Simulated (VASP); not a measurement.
# AlN, band structure: which settings are enough?

AlN, F-43m (no. 216), 2 atoms in the cell. TB-mBJ; PAW potentials Al, N (PBE set). VASP 6.6.1.

Wanted: band energies at the path's corners within 0.02 eV; smallest gap over path and mesh within 0.01 eV.

What the run is for: bands; Accuracy asked: standard; Route: KPOINTS_OPT.

Band energies at the path's corners: counted from the valence top.

POSCAR:
```
AlN
1.0
    0.0000000000      2.1839935596      2.1839935596
    2.1839935596      0.0000000000      2.1839935596
    2.1839935596      2.1839935596      0.0000000000
Al N
1 1
Direct
    0.0000000000      0.0000000000      0.0000000000
    0.2500000000      0.2500000000      0.2500000000
```

The series start from Plane-wave cutoff (eV): 460; k-point mesh: 7 × 7 × 7; k points a path segment: 12; Electronic threshold (eV): 1e-6; Precision mode (PREC): Accurate; Bands in all (NBANDS): 16; Aspherical gradient terms in the spheres (LASPH): yes. Each series keeps the choices made before it, and each single choice may use up half of a tolerance. Times cover all steps of a run.

## Plane-wave cutoff (eV)

| Plane-wave cutoff (eV) | Band energies at the path's corners, largest deviation (eV) | Smallest gap over path and mesh (eV) | Time (s) |
|---|---|---|---|
| 320 | 0.087 | 4.814 | 18 |
| 400 | 0.022 | 4.809 | 22 |
| 460 | 0.010 | 4.821 | 27 |
| 520 | 0.003 | 4.822 | 31 |
| 640 (reference) | 0.000 | 4.822 | 52 |

Chosen: 460, the loosest value from which every tighter one stays within half of the tolerance.

## k-point mesh

| k-point mesh | Band energies at the path's corners, largest deviation (eV) | Smallest gap over path and mesh (eV) | Time (s) |
|---|---|---|---|
| 3 × 3 × 3 | 0.046 | 4.827 | 22 |
| 4 × 4 × 4 | 0.012 | 4.823 | 23 |
| 5 × 5 × 5 | 0.003 | 4.822 | 23 |
| 6 × 6 × 6 | 0.001 | 4.821 | 29 |
| 7 × 7 × 7 | 0.000 | 4.821 | 27 |
| 9 × 9 × 9 | 0.000 | 4.821 | 41 |
| 11 × 11 × 11 (reference) | 0.000 | 4.821 | 62 |

Chosen: 5 × 5 × 5.

## Electronic threshold (eV)

| Electronic threshold (eV) | Band energies at the path's corners, largest deviation (eV) | Smallest gap over path and mesh (eV) | Time (s) |
|---|---|---|---|
| 0.001 | 0.001 | 4.822 | 13 |
| 0.0001 | 0.002 | 4.823 | 14 |
| 1e-5 | 0.000 | 4.822 | 18 |
| 1e-6 | 0.000 | 4.822 | 18 |
| 1e-7 (reference) | 0.000 | 4.822 | 18 |

Chosen: 0.001.

## Precision mode (PREC)

| Precision mode (PREC) | Band energies at the path's corners, largest deviation (eV) | Smallest gap over path and mesh (eV) | Time (s) |
|---|---|---|---|
| SingleN | 0.058 | 4.880 | 6.6 |
| Normal | 0.002 | 4.822 | 7.1 |
| Accurate (reference) | 0.000 | 4.822 | 13 |

Chosen: Normal.

## Bands in all (NBANDS)

| Bands in all (NBANDS) | Band energies at the path's corners, largest deviation (eV) | Smallest gap over path and mesh (eV) | Time (s) |
|---|---|---|---|
| 6 | 0.038 | 4.818 | 4.8 |
| 7 | 0.002 | 4.823 | 5.5 |
| 8 | 0.002 | 4.820 | 5.5 |
| 10 | 0.001 | 4.822 | 6.4 |
| 16 | 0.001 | 4.822 | 7.1 |
| 26 (reference) | 0.000 | 4.822 | 9.2 |

Chosen: 7.

## Aspherical gradient terms in the spheres (LASPH)

| Aspherical gradient terms in the spheres (LASPH) | Band energies at the path's corners, largest deviation (eV) | Smallest gap over path and mesh (eV) | Time (s) |
|---|---|---|---|
| no | 0.000 | 4.823 | 3.1 |
| yes (reference) | 0.000 | 4.823 | 5.5 |

Chosen: no.

Also changed on the way, by series that aren't shown: k points a path segment: 5.

## All choices together

| Input | Band energies at the path's corners, largest deviation (eV) | Smallest gap over path and mesh (eV) | Time (s) |
|---|---|---|---|
| the program's defaults (naive) | 0.021 | 4.811 | 7.9 |
| chosen settings | 0.014 | 4.823 | 3.1 |
| reference settings throughout | 0.000 | 4.821 | 231 |

The tolerance is met.

## The input

INCAR.step1:
```
SYSTEM = AlN
ISMEAR = 0
SIGMA = 0.03
LWAVE = .True.
LCHARG = .False.
NBANDS = 7
PREC = Normal
LASPH = .False.
LREAL = .False.
ALGO = Normal
EDIFF = 0.001
NELM = 120
GGA_COMPAT = .False.
ENCUT = 460
EFERMI = MIDGAP
GGA = PE
```

INCAR.step2, as INCAR.step1 but for:
```
- LWAVE = .True.
- GGA = PE
+ METAGGA = MBJ
+ LWAVE = .False.
+ LMIXTAU = .True.
+ ISTART = 1
```

KPOINTS:
```
Automatic mesh
0
Gamma
  5 5 5
  0 0 0
```

KPOINTS_OPT:
```
path GXWKGLUWLK,UX
5
line-mode
reciprocal
 0.0000000000  0.0000000000  0.0000000000  G
 0.5000000000  0.0000000000  0.5000000000  X

 0.5000000000  0.0000000000  0.5000000000  X
 0.5000000000  0.2500000000  0.7500000000  W

 0.5000000000  0.2500000000  0.7500000000  W
 0.3750000000  0.3750000000  0.7500000000  K

 0.3750000000  0.3750000000  0.7500000000  K
 0.0000000000  0.0000000000  0.0000000000  G

 0.0000000000  0.0000000000  0.0000000000  G
 0.5000000000  0.5000000000  0.5000000000  L

 0.5000000000  0.5000000000  0.5000000000  L
 0.6250000000  0.2500000000  0.6250000000  U

 0.6250000000  0.2500000000  0.6250000000  U
 0.5000000000  0.2500000000  0.7500000000  W

 0.5000000000  0.2500000000  0.7500000000  W
 0.5000000000  0.5000000000  0.5000000000  L

 0.5000000000  0.5000000000  0.5000000000  L
 0.3750000000  0.3750000000  0.7500000000  K

 0.6250000000  0.2500000000  0.6250000000  U
 0.5000000000  0.0000000000  0.5000000000  X
```

Commands (each step's output is kept before the next begins):
```
cat potpaw_PBE.64/Al/POTCAR potpaw_PBE.64/N/POTCAR > POTCAR
cp INCAR.step1 INCAR
mpirun -np 1 vasp_std > vasp.out
cp INCAR.step2 INCAR
mpirun -np 1 vasp_std > vasp.out
```

The chosen input took VASP 6.6.1 3.1 s on 1 core (AMD EPYC 9R45 (Zen 5)), a shared host.

## An input that fails: damping step far too long

The electronic loop stops at its limit of 61 steps.

Changes against the starting input:
```
- ALGO = Normal
- NELM = 120
+ ALGO = Damped
+ NELM = 61
+ TIME = 2.0
```
